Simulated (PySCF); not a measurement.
Molecule: N,N-Dimethylacetamide (SMILES CC(=O)N(C)C).

Molfile (atoms numbered from 1):
```
C4H9NO
     RDKit          3D

 15 14  0  0  0  0  0  0  0  0999 V2000
    1.9862   -0.2418    0.2553 C   0  0  0  0  0  0  0  0  0  0  0  0
    0.8106    0.7119    0.1969 C   0  0  0  0  0  0  0  0  0  0  0  0
    0.9698    1.9067    0.3647 O   0  0  0  0  0  0  0  0  0  0  0  0
   -0.4265    0.1743   -0.0538 N   0  0  0  0  0  0  0  0  0  0  0  0
   -0.7004   -1.2233   -0.2467 C   0  0  0  0  0  0  0  0  0  0  0  0
   -1.5691    1.0515   -0.0976 C   0  0  0  0  0  0  0  0  0  0  0  0
    1.8627   -1.0023    1.0411 H   0  0  0  0  0  0  0  0  0  0  0  0
    2.8748    0.3592    0.4774 H   0  0  0  0  0  0  0  0  0  0  0  0
    2.1395   -0.7642   -0.7013 H   0  0  0  0  0  0  0  0  0  0  0  0
   -1.2259   -1.3894   -1.2039 H   0  0  0  0  0  0  0  0  0  0  0  0
    0.2213   -1.8137   -0.2650 H   0  0  0  0  0  0  0  0  0  0  0  0
   -1.3453   -1.6219    0.5579 H   0  0  0  0  0  0  0  0  0  0  0  0
   -1.2188    2.0786    0.0570 H   0  0  0  0  0  0  0  0  0  0  0  0
   -2.2976    0.7927    0.6909 H   0  0  0  0  0  0  0  0  0  0  0  0
   -2.0812    0.9818   -1.0729 H   0  0  0  0  0  0  0  0  0  0  0  0
  1  2  1  0
  2  3  2  0
  2  4  1  0
  4  5  1  0
  4  6  1  0
  1  7  1  0
  1  8  1  0
  1  9  1  0
  5 10  1  0
  5 11  1  0
  5 12  1  0
  6 13  1  0
  6 14  1  0
  6 15  1  0
M  END
```

Spin–spin couplings on one PBE0-D3(BJ)/def2-SVP geometry, PySCF 2.14.0 with density-fitted response routines, gas phase, non-relativistic, equivalent pairs averaged (spin–dipole term only in couplings to heteroatoms); isotopes $^{13}$C, $^{1}$H, $^{15}$N; basis pcJ-1.

**Question.** How do the couplings (Hz) change with the functional? Times are CPU seconds on shared hosts with different chips, so compare them loosely.

**Answer.** 
| functional | functions | $^{1}J$(C6,H13) | $^{1}J$(C5,H10) | $^{1}J$(C1,H7) | $^{1}J$(C1,C2) | $^{1}J$(N4,C5) | $^{1}J$(N4,C6) | $^{1}J$(C2,N4) | core-s |
| --- | --- | --- | --- | --- | --- | --- | --- | --- | --- |
| HF | 252 | 173.1 | 171.2 | 162.9 | 84.6 | -28.8 | -27.1 | -26.7 | 19 |
| LDA | 252 | 108.0 | 106.3 | 102.2 | 40.8 | -6.8 | -8.4 | -10.4 | 27 |
| PBE | 252 | 130.3 | 128.3 | 122.6 | 50.7 | -9.7 | -11.3 | -12.6 | 37 |
| KT2 | 252 | 137.7 | 135.3 | 129.1 | 40.9 | -5.5 | -7.4 | -6.7 | 37 |
| B3LYP | 252 | 143.1 | 140.9 | 134.7 | 57.5 | -13.4 | -14.0 | -15.7 | 40 |
| PBE0 | 252 | 134.9 | 132.9 | 126.8 | 55.2 | -13.2 | -13.5 | -15.4 | 39 |
| B97-2 | 252 | 129.2 | 127.3 | 120.9 | 54.7 | -13.2 | -13.8 | -15.1 | 40 |
| BHandHLYP | 252 | 154.0 | 151.9 | 145.0 | 65.8 | -18.4 | -17.9 | -19.9 | 31 |
| CAM-B3LYP | 252 | 140.4 | 138.4 | 132.2 | 57.2 | -14.5 | -14.5 | -16.7 | 59 |
